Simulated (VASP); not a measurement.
Set up this calculation in VASP 6.6.1, as the native input.

| Item | Value |
| --- | --- |
| Task | single point |
| Functional | PBE |
| Potentials or basis | VASP PAW PBE potentials, release 64 (As) |
| Cutoff | 520 eV |
| k mesh | 9 × 9 × 9 |
| Occupations | fermi-dirac, width 0.05 eV |
| Spin | no spin polarisation |
| Further INCAR settings | ALGO = Normal; EDIFF = 1e-07; NBANDS = 12 |

The structure of As lies in POSCAR:

```
As
1.0
    1.8807968987      1.0858785957      3.5140619945
   -1.8807968987      1.0858785957      3.5140619945
    0.0000000000     -2.1717571915      3.5140619945
As
2
Direct
    0.2118200000      0.2247440000      0.2328240000
    0.7755240000      0.7755010000      0.7681290000
```

The cell isn't the ideal one: atoms moved at random, drawn with an rms of 0.05 Å.

These files were run (other wordings do the same):

INCAR

```
SYSTEM = As
  PREC = Accurate
  ENCUT = 520
  EDIFF = 1E-7
  ISMEAR = -1
  SIGMA = 0.05
  LREAL = .False.
  LASPH = .True.
  NELM = 60
  ALGO = Normal
  ISIF = 2
  LWAVE = .False.
  LCHARG = .False.
  GGA = PE
  NBANDS = 12
```

KPOINTS

```
Automatic mesh
0
Gamma
  9 9 9
  0 0 0
```

Potentials or basis: VASP PAW PBE potentials, release 64 (As).

Run with:

```console
$ cat potpaw_PBE.64/As/POTCAR > POTCAR
$ mpirun -np 1 vasp_std > vasp.out
```

Results of the run:

```yaml
Pressure: 4.7 GPa
Largest_force: 0.779 eV/Å
Band_gap_on_the_k_mesh: none (metal or under the smearing width)
```

It took 99 s on 1 thread of Intel(R) Xeon(R) Platinum 8488C (Sapphire Rapids), with other jobs on the host, peak memory 0.29 GiB.
